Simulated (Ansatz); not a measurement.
# Te2Mo (Pm) in Ansatz: further runs

Aim: see how the results for Te2Mo move with the level of theory and the settings. Levels: BLYP, PBE. Tasks: relaxation of cell and atoms, single point.

All numbers are computed with Ansatz 0.2.0; they aren't measurements. Logs are shortened: lines on timing, memory, paths and dates and some standing lists are left out, and cuts for length are marked.

**1. The structure**

The structure is monoclinic, space group Pm (No. 6). Conventional cell: a = 6.346 Å, b = 3.494 Å, c = 14.866 Å, α = 90.00°, β = 92.12°, γ = 90.00°. Te (site symmetry m) has 3 Mo at 2.82 to 2.84 Å as nearest neighbours. Te (site symmetry m) is surrounded by 3 Mo at 2.82 to 2.84 Å. Around Te (site symmetry m) lie 3 Mo at 2.70 to 2.71 Å. Te (site symmetry m) has 3 Mo at 2.70 to 2.71 Å as nearest neighbours. Te (site symmetry m) is surrounded by 3 Mo at 2.70 to 2.71 Å. Te (site symmetry m) has 3 Mo at 2.70 to 2.71 Å as nearest neighbours. Te (site symmetry m) has 3 Mo at 2.82 to 2.84 Å as nearest neighbours. Te (site symmetry m) is surrounded by 3 Mo at 2.82 to 2.84 Å.

The cell is a database's computed one.

**2. Relaxation of cell and atoms, BLYP**

File input.yaml:

```yaml
crystal:
  lattice:
    - [6.3464495577, 0.0, 0.0]
    - [0.0, 3.49421554, 0.0]
    - [-0.5490254083, 0.0, 14.8561586148]
  atoms:
    - { symbol: Te, position: [0.06308657, 0.5, 0.40139181] }
    - { symbol: Te, position: [0.93626097, 0.0, 0.59892358] }
    - { symbol: Te, position: [0.56720469, 0.0, 0.36206281] }
    - { symbol: Te, position: [0.43253951, 0.5, 0.63827401] }
    - { symbol: Te, position: [0.09104745, 0.0, 0.13792275] }
    - { symbol: Te, position: [0.90945389, 0.5, 0.86175202] }
    - { symbol: Te, position: [0.58109276, 0.5, 0.09854983] }
    - { symbol: Te, position: [0.41934698, 0.0, 0.90115399] }
    - { symbol: Mo, position: [0.31968622, 0.0, 0.50682682] }
    - { symbol: Mo, position: [0.6797845, 0.5, 0.49352002] }
    - { symbol: Mo, position: [0.1814915, 0.5, 0.00653163] }
    - { symbol: Mo, position: [0.81900395, 0.0, 0.99308972] }
hamiltonian:
  xc: blyp
  pseudopotentials: { kind: paw }
kpoints:
  mp_grid: { grid: [3, 6, 2] }
scf:
  occupations: { method: fermi_dirac, width: 0.05 }
output:
  forces: true
  stress: true
  eigenvalues: true
relax:
  f_tol: 0.01
  max_steps: 40
  cell: { stress_tol: 0.05 }
```

Potentials or basis: Ansatz PAW.

On the command line:

```
$ ansatz run input.yaml --threads 4 --pin off --max-ram 11264MiB --backend cpu --events-out ev --progress --plain --runs-dir out
```

The log of the run:

```text
Warning: RAYON_NUM_THREADS=4 ignored (pool sized by the plan → 4); use --threads N
Engine: ansatz 0.2.0, x86_64-unknown-linux-gnu
Pseudopotentials: kind: paw
Pseudopotential: Te, paw, valence charge 16, recommended cutoff 420 eV (normal), Te.paw.azcp
Pseudopotential: Mo, paw, valence charge 14, recommended cutoff 420 eV (normal), Mo.paw.azcp
Functional definition: BLYP
  parameter beta = 0.0042
  parameter a = 0.04918
  parameter b = 0.132
  parameter c = 0.2533
  parameter d = 0.349
  exchange = b88_x(beta = beta)
  correlation = lyp_c(a = a, b = b, c = c, d = d)
Crystal: 12 atoms, lattice volume = 329.448 Å³
Basis set: ecut = 420 eV, 6429 PW (Γ), exchange–correlation on 90×48×200 points (8 copies of the dense FFT grid, shifted against one another)
Bands: 111, of which v1, the nominal top of the filled ones, is band 92 counted from 1 (91 counted from 0)
Symmetry: 2 space group operations
Space group: Pm (ITA 6), of the structure as read, at distance tolerance 6.9e-5 Å
k-points: 16 of 36 (time reversal used)
Non-local potential: Te, projectors of the file, l = 0: 2, l = 1: 2, l = 2: 2, l = 3: 2
Non-local potential: Mo, projectors of the file, l = 0: 3, l = 1: 2, l = 2: 2, l = 3: 1
PAW form: soft (Blöchl's): semilocal exchange-correlation on the pseudo side does not see the compensation charge
PAW frozen core: Te, regenerated for the run's functional, and the local potential with it (the file was generated under x = pbe(κ = 0.804, μ = 0.2195149727645171), c = pbe(β = 0.06672455060314922))
PAW frozen core: Mo, regenerated for the run's functional, and the local potential with it (the file was generated under x = pbe(κ = 0.804, μ = 0.2195149727645171), c = pbe(β = 0.06672455060314922))
PAW one-centre angular grid: Te, 590 points (default); XC on 64 Gauss nodes
PAW one-centre angular grid: Mo, 590 points (default); XC on 64 Gauss nodes
Initial density: superposition of atomic densities (neutral atoms: chi_scale 0, normalization atom), corrected by the library's trained network
Initial wavefunctions: pseudopotential atomic-orbital guess
Functional: x = b88, c = lyp
SCF iter   1: F=—  HF=-75855.968037 eV  |F-HF|=—  |Δ(HF+E_count)|=         —  Δρ=8.38e-3  dr2=4.46e-1  ethr=1.77e-3  ⟨swp⟩=6.2  Hψ=6526  notcnv=0  defer=21
preconditioner: auto → LDOS  [metal: Δε(μ)=0.035 eV  Ē_g=7.093 eV  σ=0.050 eV  W_gap=0.17  n_scr=92 (ndim 8)  ℏωp=17.4 eV  f_vac=0.086  D(μ)=2.92/eV (n_scr^D=10)  β→1.0]
SCF iter   2: F=—  HF=-75856.042684 eV  |F-HF|=—  |Δ(HF+E_count)|=   7.46e-2  Δρ=8.33e-3  dr2=1.18e0  ethr=2.42e-4  ⟨swp⟩=3.0  Hψ=2910  notcnv=0  defer=138  recentre
SCF iter   3: F=—  HF=-75855.927064 eV  |F-HF|=—  |Δ(HF+E_count)|=   1.16e-1  Δρ=4.15e-3  dr2=1.81e-1  ethr=2.42e-4  ⟨swp⟩=3.0  Hψ=2423  notcnv=0  defer=138
SCF iter   4: F=—  HF=-75855.909648 eV  |F-HF|=—  |Δ(HF+E_count)|=   1.74e-2  Δρ=4.46e-4  dr2=5.29e-4  ethr=9.86e-5  ⟨swp⟩=2.0  Hψ=2169  notcnv=0  defer=140
SCF iter   5: F=—  HF=-75855.909820 eV  |F-HF|=—  |Δ(HF+E_count)|=   1.71e-4  Δρ=1.46e-4  dr2=4.86e-5  ethr=2.88e-7  ⟨swp⟩=2.1  Hψ=3009  notcnv=0  defer=140
SCF iter   6: F=—  HF=-75855.909756 eV  |F-HF|=—  |Δ(HF+E_count)|=   6.39e-5  Δρ=4.55e-5  dr2=5.45e-6  ethr=2.64e-8  ⟨swp⟩=2.0  Hψ=3130  notcnv=0  defer=140
SCF iter   7: F=—  HF=-75855.909761 eV  |F-HF|=—  |Δ(HF+E_count)|=   4.84e-6  Δρ=1.66e-5  dr2=2.01e-6  ethr=2.96e-9  ⟨swp⟩=2.0  Hψ=2216  notcnv=0  defer=140
SCF iter   8: F=—  HF=-75855.909761 eV  |F-HF|=—  |Δ(HF+E_count)|=   1.58e-7  Δρ=6.37e-6  dr2=2.73e-7  ethr=1.09e-9  ⟨swp⟩=2.0  Hψ=2086  notcnv=0  defer=140
SCF iter   9: F=-75855.909761 eV  HF=-75855.909761 eV  |F-HF|=6.40e-9  |Δ(HF+E_count)|=   3.37e-8  Δρ=2.30e-6  dr2=2.49e-8  ethr=5.43e-11  ⟨swp⟩=11.1  Hψ=7339  notcnv=0
[... 289 lines left out ...]
Entropy (-TS):   -0.022736 eV (-1.895 meV/atom)
Fermi energy:    6.257255 eV
--- Per-component energies (eV) ---
  E_band       = -3415.587015
  E_kinetic    = 3209.373654
  E_local      = -38112.287169  (includes V_loc(G=0)·N_el)
  E_nonlocal   = -1922.631113
  E_hartree    = 19356.033083
  E_xc         = -1696.783663
  E_vxc        = -1704.658518  (∫ρ·V_xc dr)
  E_paw        = -50323.908345  (= ΣΔE_a)
  E_vpaw       = -3597.448398  (= ΣTr[D̂ρ^β])
  E_aug_tail   = -0.001520  (compensation charges beyond the density's cutoff)
  E_ewald      = -6366.471299
  E_core_change = 0.133026  (= ΣΔE_core)
  E_smearing   = -0.022736  (= −TS)
  E_closure    = 0.000000  (closes the sum)
  Σ components = -75856.566081   (vs F -75856.566081, Δ=0.00e0)
--- Forces (eV/Å), atoms counted from 1 ---
  atom   1  Te     0.00064206    -0.00000000     0.00018894
  atom   2  Te    -0.00063212     0.00000000    -0.00028151
  atom   3  Te     0.00106062    -0.00000000     0.00106092
  atom   4  Te    -0.00104618     0.00000000    -0.00102131
  atom   5  Te     0.00165804    -0.00000000    -0.00043489
  atom   6  Te    -0.00165373     0.00000000     0.00054112
  atom   7  Te     0.00067874    -0.00000000    -0.00001115
  atom   8  Te    -0.00064802     0.00000000     0.00018750
  atom   9  Mo    -0.00297894    -0.00000000     0.00012678
  atom  10  Mo     0.00295601     0.00000000    -0.00003878
  atom  11  Mo     0.00286103     0.00000000    -0.00001349
  atom  12  Mo    -0.00289737    -0.00000000    -0.00030407
  max |Σ_I F_I| component: 1.62e-7 eV/Å
--- Stress (GPa, compression-positive) ---
       -0.001018      -0.000000       0.000628
       -0.000000       0.004402      -0.000000
        0.000628      -0.000000       0.039793
  P = ⅓ Tr σ = 0.0144 GPa (0.144 kbar)
--- Band table (eV; the first three rows and the last of 16) ---
  k-point 0: bands = ["-54.8204", "-54.8203", "-54.7778", "-54.7777", "-30.4348", "-30.4347", "-30.4291", "-30.4291", "-30.4215", "-30.4214", "-30.4209", "-30.4208", "-30.3951", "-30.3950", "-30.3891", "-30.3890", "-30.3739", "-30.3738", "-30.3627", "-30.3626", "-30.3537", "-30.3536", "-30.3518", "-30.3517", "-30.2589", "-30.2588", "-30.2568", "-30.2568", "-30.2476", "-30.2476", "-30.2458", "-30.2458", "-30.1986", "-30.1985", "-30.1903", "-30.1903", "-30.1499", "-30.1498", "-30.1441", "-30.1440", "-30.1361", "-30.1360", "-30.1329", "-30.1328", "-28.9991", "-28.9990", "-28.9744", "-28.9743", "-28.9046", "-28.9045", "-28.8470", "-28.8469", "-28.7382", "-28.7381", "-28.6343", "-28.6342", "-6.0716", "-6.0711", "-5.2731", "-5.2722", "-4.5720", "-4.5719", "-4.3654", "-4.3651", "1.2577", "1.2587", "1.7464", "1.7610", "2.1639", "2.1658", "2.7152", "2.7221", "3.8726", "3.8804", "3.9156", "3.9158", "4.0529", "4.0529", "4.6440", "4.6730", "4.7816", "4.7839", "5.1100", "5.1343", "5.4852", "5.5189", "5.6240", "5.6243", "6.0342", "6.0462", "6.3171", "6.3175", "6.9331", "6.9381", "7.1238", "7.1240", "7.8465", "7.8642", "8.2120", "8.2122", "8.3355", "8.3469", "9.2716", "9.2778", "9.2933", "9.2934", "9.3124", "9.3145", "9.9857", "10.6674", "10.8905"]
  k-point 1: bands = ["-54.8204", "-54.8203", "-54.7778", "-54.7777", "-30.4348", "-30.4347", "-30.4291", "-30.4291", "-30.4215", "-30.4214", "-30.4209", "-30.4208", "-30.3951", "-30.3950", "-30.3891", "-30.3890", "-30.3739", "-30.3738", "-30.3627", "-30.3626", "-30.3537", "-30.3536", "-30.3518", "-30.3517", "-30.2589", "-30.2588", "-30.2568", "-30.2568", "-30.2476", "-30.2476", "-30.2458", "-30.2458", "-30.1986", "-30.1985", "-30.1903", "-30.1903", "-30.1499", "-30.1498", "-30.1441", "-30.1440", "-30.1361", "-30.1360", "-30.1329", "-30.1328", "-28.9991", "-28.9990", "-28.9745", "-28.9743", "-28.9046", "-28.9045", "-28.8470", "-28.8469", "-28.7382", "-28.7381", "-28.6343", "-28.6342", "-6.0714", "-6.0713", "-5.2727", "-5.2726", "-4.5720", "-4.5719", "-4.3653", "-4.3652", "1.2582", "1.2582", "1.7536", "1.7537", "2.1648", "2.1649", "2.7187", "2.7188", "3.8764", "3.8765", "3.9157", "3.9157", "4.0529", "4.0529", "4.6584", "4.6585", "4.7829", "4.7830", "5.1211", "5.1213", "5.5027", "5.5028", "5.6240", "5.6243", "6.0402", "6.0403", "6.3173", "6.3173", "6.9356", "6.9357", "7.1238", "7.1240", "7.8551", "7.8556", "8.2121", "8.2122", "8.3400", "8.3403", "9.2752", "9.2754", "9.2933", "9.2934", "9.3133", "9.3135", "10.2218", "10.2229", "11.1319"]
  k-point 2: bands = ["-54.8168", "-54.8166", "-54.7798", "-54.7797", "-30.4316", "-30.4315", "-30.4254", "-30.4253", "-30.4226", "-30.4225", "-30.4219", "-30.4218", "-30.3965", "-30.3964", "-30.3909", "-30.3908", "-30.3729", "-30.3728", "-30.3632", "-30.3631", "-30.3540", "-30.3539", "-30.3522", "-30.3521", "-30.2552", "-30.2551", "-30.2534", "-30.2533", "-30.2494", "-30.2493", "-30.2476", "-30.2475", "-30.1992", "-30.1991", "-30.1922", "-30.1921", "-30.1497", "-30.1497", "-30.1445", "-30.1444", "-30.1355", "-30.1354", "-30.1326", "-30.1325", "-29.0012", "-29.0011", "-28.9954", "-28.9953", "-28.8941", "-28.8940", "-28.8580", "-28.8580", "-28.7298", "-28.7297", "-28.6379", "-28.6378", "-5.8107", "-5.8102", "-5.1141", "-5.1133", "-4.4666", "-4.4665", "-4.2206", "-4.2203", "1.5275", "1.5284", "2.0305", "2.0442", "2.2500", "2.2504", "2.7962", "2.8052", "3.5685", "3.5695", "3.5723", "3.5762", "3.9866", "3.9878", "4.0034", "4.0058", "4.7022", "4.7033", "4.9552", "4.9730", "5.1760", "5.1845", "5.4116", "5.4123", "5.8108", "5.8292", "5.9518", "5.9935", "6.2760", "6.2819", "7.3652", "7.3753", "8.0487", "8.0506", "8.0778", "8.0810", "8.1749", "8.1916", "8.1955", "8.1984", "8.8184", "8.8664", "9.2721", "9.2888", "10.4511", "11.0337", "11.3927"]
  k-point 15: bands = ["-54.7958", "-54.7958", "-54.7957", "-54.7957", "-30.4289", "-30.4289", "-30.4288", "-30.4288", "-30.4144", "-30.4144", "-30.4144", "-30.4143", "-30.3990", "-30.3990", "-30.3989", "-30.3989", "-30.3677", "-30.3677", "-30.3676", "-30.3676", "-30.3538", "-30.3538", "-30.3537", "-30.3537", "-30.2533", "-30.2533", "-30.2533", "-30.2533", "-30.2429", "-30.2429", "-30.2429", "-30.2429", "-30.1993", "-30.1993", "-30.1992", "-30.1992", "-30.1471", "-30.1471", "-30.1470", "-30.1470", "-30.1327", "-30.1327", "-30.1326", "-30.1326", "-29.0475", "-29.0475", "-29.0473", "-29.0473", "-28.8596", "-28.8596", "-28.8596", "-28.8596", "-28.6799", "-28.6799", "-28.6798", "-28.6798", "-4.4825", "-4.4825", "-4.4823", "-4.4823", "-4.1151", "-4.1151", "-4.1150", "-4.1150", "1.2737", "1.2737", "1.2740", "1.2740", "2.1615", "2.1615", "2.1617", "2.1617", "3.1834", "3.1834", "3.1865", "3.1865", "3.9120", "3.9121", "3.9135", "3.9135", "4.3472", "4.3472", "4.3491", "4.3491", "4.6955", "4.6955", "4.6960", "4.6961", "5.3776", "5.3777", "5.3788", "5.3788", "7.2170", "7.2170", "7.2180", "7.2180", "8.0176", "8.0176", "8.0188", "8.0188", "8.3332", "8.3332", "8.3506", "8.3506", "9.4224", "9.4224", "9.4376", "9.4376", "10.9564", "10.9566", "10.9967"]
--- Relaxed structure (18 steps of the walk, 17 accepted, 3 SCFs on fresh bases) ---
  F+E_penalty+E_count = -75856.56608113 eV   max|allowed force component| = 2.979e-3 eV/Å   (the final SCF, on the basis selected at the relaxed cell)
  cell:  # Å, volume = 485.6097 Å³
    - [6.49844834361906, -1.4258440146460396e-17, 0.06421430573048376]
    - [-7.850383538536719e-18, 3.592479469282, -3.1054826755582246e-16]
    - [-0.41185789316315924, -1.3191070234703064e-15, 20.79688851416268]
  atoms:
    - { symbol: Te, position: [0.07078513888759515, 0.49999999999999994, 0.42796230413993414] }
    - { symbol: Te, position: [0.9288166414559377, 2.5498613422283512e-17, 0.5719138960394982] }
    - { symbol: Te, position: [0.5787355325234737, -3.6179563265786066e-17, 0.400386406403241] }
    - { symbol: Te, position: [0.42086633834146747, 0.49999999999999994, 0.5994885359909622] }
    - { symbol: Te, position: [0.0854298577940287, 3.616794005802842e-17, 0.09961146560615881] }
    - { symbol: Te, position: [0.9149679691403617, 0.49999999999999994, 0.9005131585407503] }
    - { symbol: Te, position: [0.5757491112193238, 0.49999999999999994, 0.0720366707086707] }
    - { symbol: Te, position: [0.42464771368366033, -2.5425663421190392e-17, 0.9280864008773807] }
    - { symbol: Mo, position: [0.3192694042495719, 2.157716194965229e-18, 0.5045412356218494] }
    - { symbol: Mo, position: [0.6803330750699248, 0.49999999999999994, 0.49533383483346655] }
    - { symbol: Mo, position: [0.18102742770466812, 0.49999999999999994, 0.0046675053755308666] }
    - { symbol: Mo, position: [0.8193707799299875, -2.235384959235618e-18, 0.9954575758625563] }
```

Wall time 8.1 min (4 threads of AMD EPYC 7R43 (Zen 3), shared host); peak memory 1.8 GiB.

Results:

```yaml
Free_energy: -75856.5661 eV
Relaxed_volume: 40.47 Å³/atom
Relaxed_cell: a = 6.499 Å, b = 3.592 Å, c = 20.801 Å, α = 90.00°, β = 90.57°, γ = 90.00°
Space_group_after_relaxing_to_0.05_Å: P2_1/m (No. 11)
Energy_gained_by_relaxing: 54.7 meV/atom
Ionic_steps: 20
Pressure_after_relaxing: 0.0 GPa
Band_gap_on_the_k_mesh: none (metal or under the smearing width)
```

Forces in eV/Å, atoms in the order of the input:
```
Te   0.001  0.000  0.000
Te  -0.001  0.000  0.000
Te   0.001  0.000  0.001
Te  -0.001  0.000 -0.001
Te   0.002  0.000  0.000
Te  -0.002  0.000  0.001
Te   0.001  0.000  0.000
Te  -0.001  0.000  0.000
Mo  -0.003  0.000  0.000
Mo   0.003  0.000  0.000
Mo   0.003  0.000  0.000
Mo  -0.003  0.000  0.000
```

Step by step:
| step | energy change (eV) | largest force (eV/Å) | volume (Å³) |
| --- | --- | --- | --- |
| 1 | 0.0000 | 0.6758 | 329.45 |
| 2 | -0.0872 | 1.0444 | 373.11 |
| 3 | -0.4794 | 0.1663 | 375.52 |
| 4 | -0.5495 | 0.0393 | 386.15 |
| 5 | -0.5585 | 0.0311 | 394.85 |
| 6 | -0.5587 | 0.0037 | 395.04 |
| 7 | -0.5857 | 0.0042 | 395.04 |
| 8 | -0.6007 | 0.0116 | 405.27 |
| 9 | -0.6164 | 0.0746 | 422.09 |
| 10 | -0.6238 | 0.0154 | 433.51 |
| 11 | -0.6248 | 0.0095 | 437.29 |
| 12 | -0.6244 | 0.0080 | 443.53 |
| 13 | -0.6248 | 0.0037 | 441.69 |
| 14 | -0.6371 | 0.0037 | 441.69 |
| 15 | -0.6410 | 0.0159 | 449.69 |
| 16 | -0.6458 | 0.0622 | 466.72 |
| 17 | -0.6447 | 0.1455 | 484.34 |
| 18 | -0.6435 | 0.0680 | 495.62 |
| 19 | -0.6485 | 0.0030 | 485.61 |
| 20 | -0.6563 | 0.0030 | 485.61 |

Final structure:
```cif
data_structure
_symmetry_space_group_name_H-M 'P 1'
_symmetry_Int_Tables_number 1
_cell_length_a 6.4988
_cell_length_b 3.5925
_cell_length_c 20.8010
_cell_angle_alpha 90.000
_cell_angle_beta 90.568
_cell_angle_gamma 90.000
_cell_volume 485.61
loop_
_atom_site_label
_atom_site_type_symbol
_atom_site_fract_x
_atom_site_fract_y
_atom_site_fract_z
_atom_site_occupancy
Te1 Te 0.07079 0.50000 0.42796 1
Te2 Te 0.92882 0.00000 0.57191 1
Te3 Te 0.57874 0.00000 0.40039 1
Te4 Te 0.42087 0.50000 0.59949 1
Te5 Te 0.08543 0.00000 0.09961 1
Te6 Te 0.91497 0.50000 0.90051 1
Te7 Te 0.57575 0.50000 0.07204 1
Te8 Te 0.42465 0.00000 0.92809 1
Mo1 Mo 0.31927 0.00000 0.50454 1
Mo2 Mo 0.68033 0.50000 0.49533 1
Mo3 Mo 0.18103 0.50000 0.00467 1
Mo4 Mo 0.81937 0.00000 0.99546 1
```

Caveat: the volume moved by over 15 % at a fixed basis, so the end points are rough; the plane-wave basis is chosen anew once the cell has moved, so the energies of steps on either side of that aren't comparable; this functional lacks dispersion, which binds the layers, so the pressure and a relaxed spacing across them are unreliable, and here the layers came unbound; the PAW data sets come from PBE, with cores solved anew for the run's functional, which leaves a small shift of forces and pressure. Spin-orbit coupling is left out, which matters for the levels of Te.

**3. Single point, PBE**

input.yaml: that of step 2 with these lines changed.

```diff
@@ -19,8 +19,8 @@
 hamiltonian:
-  xc: blyp
+  xc: pbe
   pseudopotentials: { kind: paw }
 kpoints:
-  mp_grid: { grid: [3, 6, 2] }
+  mp_grid: { grid: [4, 8, 2] }
 scf:
-  occupations: { method: fermi_dirac, width: 0.05 }
+  occupations: { method: gaussian, width: 0.011 }
 output:
@@ -29,5 +29,5 @@
   eigenvalues: true
-relax:
-  f_tol: 0.01
-  max_steps: 40
-  cell: { stress_tol: 0.05 }
+  write_density: true
+  write_potential: true
+  elf: true
+  volumetric_format: npy
```

Potentials or basis: Ansatz PAW.

On the command line:

```
$ ansatz run input.yaml --threads 4 --pin off --max-ram 11264MiB --backend cpu --events-out ev --progress --plain --runs-dir out
```

Run time: 41 s. Hardware: 4 threads of AMD EPYC 7R43 (Zen 3), shared host; peak memory 1.5 GiB.

Results (log left out):

- Free energy: -75666.7682 eV
- Pressure: 0.7 GPa
- Largest force: 0.206 eV/Å
- Band gap on the k mesh: none (metal or under the smearing width)

Forces on the atoms (eV/Å):
```
Te  -0.041  0.000  0.002
Te   0.050  0.000 -0.002
Te   0.014  0.000 -0.192
Te  -0.025  0.000  0.193
Te   0.012  0.000  0.196
Te  -0.012  0.000 -0.206
Te  -0.051  0.000  0.004
Te   0.053  0.000 -0.009
Mo  -0.075  0.000 -0.095
Mo   0.077  0.000  0.091
Mo   0.071  0.000 -0.080
Mo  -0.073  0.000  0.096
```

Stress tensor (GPa, compression positive):
```
0.91 0.00 0.00
0.00 0.06 0.00
0.00 0.00 1.12
```

Levels at points of the mesh, in eV from the Fermi level:
| k point | band 89 | band 90 | band 91 | band 92 | band 93 | band 94 | band 95 | band 96 |
| --- | --- | --- | --- | --- | --- | --- | --- | --- |
| (0.00, 0.00, 0.00) | -0.35 | -0.16 | 0.02 | 0.12 | 0.59 | 0.76 | 1.02 | 1.05 |
| (0.00, 0.00, -0.50) | -0.22 | -0.21 | 0.06 | 0.07 | 0.63 | 0.66 | 1.03 | 1.04 |
| (0.00, -0.50, 0.00) | -1.44 | -1.44 | -1.43 | -1.43 | 1.09 | 1.10 | 1.15 | 1.15 |
| (0.00, -0.50, -0.50) | -1.46 | -1.46 | -1.43 | -1.43 | 1.10 | 1.10 | 1.14 | 1.14 |
| (-0.50, 0.00, 0.00) | -0.74 | -0.73 | -0.72 | -0.71 | 0.11 | 0.13 | 0.96 | 0.98 |
| (-0.50, 0.00, -0.50) | -0.74 | -0.72 | -0.67 | -0.62 | 0.12 | 0.15 | 0.96 | 0.98 |
| (-0.50, -0.50, 0.00) | -0.93 | -0.93 | -0.90 | -0.90 | 1.03 | 1.03 | 1.05 | 1.05 |
| (-0.50, -0.50, -0.50) | -0.93 | -0.93 | -0.90 | -0.90 | 1.03 | 1.03 | 1.05 | 1.05 |

Caveat: this functional lacks dispersion, which binds the layers, so the pressure and a relaxed spacing across them are unreliable. Spin-orbit coupling is left out, which matters for the levels of Te.
